**Smoothness of the strain-energy map of diamond-structure germanium**

The table holds PBE plane-wave free energies per atom of germanium over an engineering shear in the $xy$ plane and a normal strain along $z$, with Gaussian smearing and fixed fractional coordinates. The program predicts each inner row from the cubic through its four neighbours, with no adjustable constant, and sets the misses against the rounding of the table and of the finer energies of the same runs. No entry in these inner rows misses by more than 0.05 meV an atom, where rounding allows 0.13. The output also shows that adding the separate costs of the two strains fails smoothly, by about 8 % of the shear cost at the corners, and that the shear cost and the shear-induced push along $z$ grow almost exactly as the square of the shear. It gives $C_{11}$, the clamped-ion $C_{44}$, the shift of the minimum along $z$, a bound on the area-loss contribution and the bond-length changes.

Calculated values. Ansatz 0.2.0, scalar-relativistic PBE with PAW and a 420 eV plane-wave cutoff, for diamond-structure Ge; 14×14×14 k mesh, Gaussian smearing of 0.15 eV, no spin polarization. The first strain is the engineering shear xy, the second the normal strain along z. Fractional coordinates are held fixed, and free energies are relative to the relaxed crystal.

## Script

```python
# Table: free energy change (meV/atom) of diamond Ge over xy shear and z strain; Ansatz 0.2.0, PBE,
# 420 eV, 14x14x14, gaussian 0.15 eV, atoms not relaxed. Tested: any row off the cubic through its
# four neighbours; departures from an additive quadratic bowl; powers of shear in energy and coupling.
T = {
    'second_strain': [-0.04, -0.03, -0.02, -0.01, 0.0, 0.01, 0.02, 0.03, 0.04],
    'E_0': [50.5, 44.1, 39.3, 36.2, 34.6, 34.6, 36.1, 39.1, 43.5],  # meV an atom
    'E_1': [34.0, 27.9, 23.4, 20.6, 19.4, 19.7, 21.5, 24.8, 29.4],  # meV an atom
    'E_3': [15.3, 9.5, 5.4, 3.0, 2.1, 2.8, 5.0, 8.6, 13.6],  # meV an atom
    'E_5': [15.3, 9.5, 5.4, 3.0, 2.1, 2.8, 5.0, 8.6, 13.6],  # meV an atom
    'E_6': [22.3, 16.4, 12.2, 9.6, 8.6, 9.1, 11.2, 14.7, 19.5],  # meV an atom
    'E_7': [34.0, 27.9, 23.4, 20.6, 19.4, 19.7, 21.5, 24.8, 29.4],  # meV an atom
    'E_8': [50.5, 44.1, 39.3, 36.2, 34.6, 34.6, 36.1, 39.1, 43.5],  # meV an atom
}
import numpy as np
from scipy.constants import e
z = np.array(T['second_strain'], float); h = z[1] - z[0]
A = {k: np.array(T[k], float) for k in T if k.startswith('E_')}
g = np.array([0.02, 0.04, 0.06, 0.08])
tab = [A['E_3'], A['E_6'], A['E_1'], A['E_0']]
# further outputs of the same runs: energies (eV/cell) at |shear| 0, .02, .04, .06, .08
U = 500 * np.array([
 [0.02594, 0.014487, 0.00641, 0.001616, 0, 0.001463, 0.005888, 0.013164, 0.023181],
 [0.030572, 0.019035, 0.010868, 0.00599, 0.004285, 0.005658, 0.009995, 0.01719, 0.027133],
 [0.044548, 0.032744, 0.024308, 0.019154, 0.01718, 0.018283, 0.022359, 0.029303, 0.039007],
 [0.068001, 0.055735, 0.046838, 0.041225, 0.038793, 0.039445, 0.043081, 0.049599, 0.058894],
 [0.10107, 0.088146, 0.078596, 0.072333, 0.069256, 0.069278, 0.07229, 0.078205, 0.086913]])
# further outputs: dE/d(z strain) at z strain 0 (eV/cell), same shears; volume per atom (A^3)
G = np.array([-0.00597, -0.01482, -0.04192, -0.08744, -0.1513]); V = 23.90
gpa = 1e-3 * e / (V * 1e-30) / 1e9  # meV/atom per unit strain^n -> GPa
f = lambda a, n=2: ' '.join('%.*f' % (n, x) for x in a)
mir = max(abs(A[a] - A[b]).max() for a, b in [('E_0', 'E_8'), ('E_1', 'E_7'), ('E_3', 'E_5')])
print('largest +/- shear difference (symmetry copies): %.1f meV/atom' % mir)
print('largest gap, table vs finer energies: %.3f meV/atom' % abs(np.array(tab) - U[1:]).max())
lim = 0.05 * 16 / 6
print('miss of cubic through 4 neighbours, z = -0.02..0.02, meV/atom')
print(' rounding of table allows max %.3f, rms %.3f' % (lim, 0.1 / 12**.5 * 70**.5 / 6))
R = np.array([np.diff(t, 4) / 6 for t in tab])
for gi, r in zip(g, R): print(' table, shear %.2f: %s' % (gi, f(r, 3)))
Ru = np.diff(U, 4, axis=1) / 6
for gi, r in zip([0, *g], Ru): print(' finer, shear %.2f: %s' % (gi, f(r, 4)))
print(' finer: largest miss %.4f; their rounding allows about 0.001' % abs(Ru).max())
print('z strain:', f(z))
print('zero shear energy, meV/atom:', f(U[0]))
print('table E(0.08)-E(0.02), meV/atom:', f(tab[3] - tab[0], 1))
S = U[1:] - U[0]
print('cost of shear 0.08, meV/atom:', f(S[3]))
print('miss of additive bowl at shear 0.08, meV/atom:', f(S[3] - S[3, 4]))
print('same in per cent:', f(100 * (S[3] / S[3, 4] - 1), 1))
print('d ln(shear cost)/dz, end to end, shear .02-.08:', f((S[:, 8] - S[:, 0]) / S[:, 4] / (8 * h)))
p = np.log(S[3] / S[0]) / np.log(4)
print('shear cost ratios at z=0 (ideal 1 4 9 16):', f(S[:, 4] / S[0, 4]))
print('power of shear, 0.02 to 0.08, by row:', f(p, 3))
C = np.diff(U, 2, axis=1) / h**2 * gpa
print('z curvature GPa, z=-0.03..0.03, shear 0:', f(C[0], 1))
print('z curvature GPa, z=-0.03..0.03, shear 0.08:', f(C[4], 1))
print('C11 %.1f GPa; clamped-ion C44 %.1f GPa' % (C[0, 3], 2 * S[0, 4] / g[0]**2 * gpa))
As = U[:, 0] - U[:, 8]
print('E(z=-0.04)-E(z=+0.04), shear 0-0.08, meV/atom:', f(As))
print(' excess over zero shear, ratios:', f((As[1:] - As[0]) / (As[1] - As[0])))
sl = (U[:, 2] - 8 * U[:, 3] + 8 * U[:, 5] - U[:, 6]) / (12 * h) / 500
print('z slope at z=0, eV/cell, from energies:', f(sl, 4))
print('z slope at z=0, eV/cell, from stress:  ', f(G, 4))
P = -G * 500 * gpa; dP = P[1:] - P[0]
print('outward push along z, GPa, shear 0-0.08:', f(P, 3))
print(' shear-induced part GPa:', f(dP, 3), '| ratios', f(dP / dP[0]))
print(' power of shear %.3f; coupling b in b*z*shear^2, GPa: %s' % (np.log(dP[3] / dP[0]) / np.log(4), f(-dP / g**2, 1)))
print('minimum along z (push/curvature), shear 0-0.08:', f(P / C[:, 3], 4))
print('finer E(z=0.01)-E(z=0) at shear 0.08: %.3f meV/atom' % (U[4, 5] - U[4, 4]))
b = C[0, 3] * g[3]**2 / 4
print('area loss at shear 0.08: %.2f %%; push from it below %.3f GPa, %.0f %% of induced part' % (25 * g[3]**2, b, 100 * b / dP[3]))
for zz in (z[0], 0.0, z[-1]):
    d = [100 * (np.sqrt((2 * (1 + s / 2)**2 + (1 + zz)**2) / 3) - 1) for s in (-0.08, 0, 0.08)]
    print('bond change %% at z=%+.2f (short pair, no shear, long pair): %s' % (zz, f(d)))
assert abs(R).max() < lim
assert np.all(np.diff(tab[3] - tab[0]) < 0)
assert np.all((p > 1.95) & (p < 2.05))
assert b < dP[3]
```

It prints:

```
largest +/- shear difference (symmetry copies): 0.0 meV/atom
largest gap, table vs finer energies: 0.048 meV/atom
miss of cubic through 4 neighbours, z = -0.02..0.02, meV/atom
 rounding of table allows max 0.133, rms 0.040
 table, shear 0.02: -0.033 0.050 -0.033 -0.000 0.017
 table, shear 0.04: 0.017 -0.017 0.033 -0.050 0.017
 table, shear 0.06: -0.033 0.000 0.017 0.000 -0.033
 table, shear 0.08: -0.050 0.050 -0.033 0.017 -0.017
 finer, shear 0.00: -0.0010 0.0005 -0.0015 0.0005 0.0001
 finer, shear 0.02: -0.0029 0.0018 -0.0016 0.0007 -0.0003
 finer, shear 0.04: -0.0013 -0.0001 -0.0001 -0.0001 -0.0003
 finer, shear 0.06: -0.0015 0.0005 -0.0002 -0.0002 -0.0002
 finer, shear 0.08: -0.0012 0.0012 -0.0018 0.0018 -0.0019
 finer: largest miss 0.0029; their rounding allows about 0.001
z strain: -0.04 -0.03 -0.02 -0.01 0.00 0.01 0.02 0.03 0.04
zero shear energy, meV/atom: 12.97 7.24 3.21 0.81 0.00 0.73 2.94 6.58 11.59
table E(0.08)-E(0.02), meV/atom: 35.2 34.6 33.9 33.2 32.5 31.8 31.1 30.5 29.9
cost of shear 0.08, meV/atom: 37.56 36.83 36.09 35.36 34.63 33.91 33.20 32.52 31.87
miss of additive bowl at shear 0.08, meV/atom: 2.94 2.20 1.47 0.73 0.00 -0.72 -1.43 -2.11 -2.76
same in per cent: 8.5 6.4 4.2 2.1 0.0 -2.1 -4.1 -6.1 -8.0
d ln(shear cost)/dz, end to end, shear .02-.08: -1.98 -2.02 -2.05 -2.06
shear cost ratios at z=0 (ideal 1 4 9 16): 1.00 4.01 9.05 16.16
power of shear, 0.02 to 0.08, by row: 2.010 2.009 2.009 2.008 2.007 2.007 2.008 2.007 2.006
z curvature GPa, z=-0.03..0.03, shear 0: 113.2 110.0 106.5 103.2 99.3 95.6 91.9
z curvature GPa, z=-0.03..0.03, shear 0.08: 113.1 110.2 106.8 103.9 100.2 97.3 93.6
C11 103.2 GPa; clamped-ion C44 71.8 GPa
E(z=-0.04)-E(z=+0.04), shear 0-0.08, meV/atom: 1.38 1.72 2.77 4.55 7.08
 excess over zero shear, ratios: 1.00 4.09 9.34 16.76
z slope at z=0, eV/cell, from energies: -0.0058 -0.0149 -0.0418 -0.0874 -0.1511
z slope at z=0, eV/cell, from stress:   -0.0060 -0.0148 -0.0419 -0.0874 -0.1513
outward push along z, GPa, shear 0-0.08: 0.020 0.050 0.141 0.293 0.507
 shear-induced part GPa: 0.030 0.120 0.273 0.487 | ratios 1.00 4.06 9.21 16.42
 power of shear 2.019; coupling b in b*z*shear^2, GPa: -74.2 -75.3 -75.9 -76.1
minimum along z (push/curvature), shear 0-0.08: 0.0002 0.0005 0.0014 0.0028 0.0049
finer E(z=0.01)-E(z=0) at shear 0.08: 0.011 meV/atom
area loss at shear 0.08: 0.16 %; push from it below 0.165 GPa, 34 % of induced part
bond change % at z=-0.04 (short pair, no shear, long pair): -4.00 -1.32 1.40
bond change % at z=+0.00 (short pair, no shear, long pair): -2.65 0.00 2.68
bond change % at z=+0.04 (short pair, no shear, long pair): -1.26 1.35 4.00
```
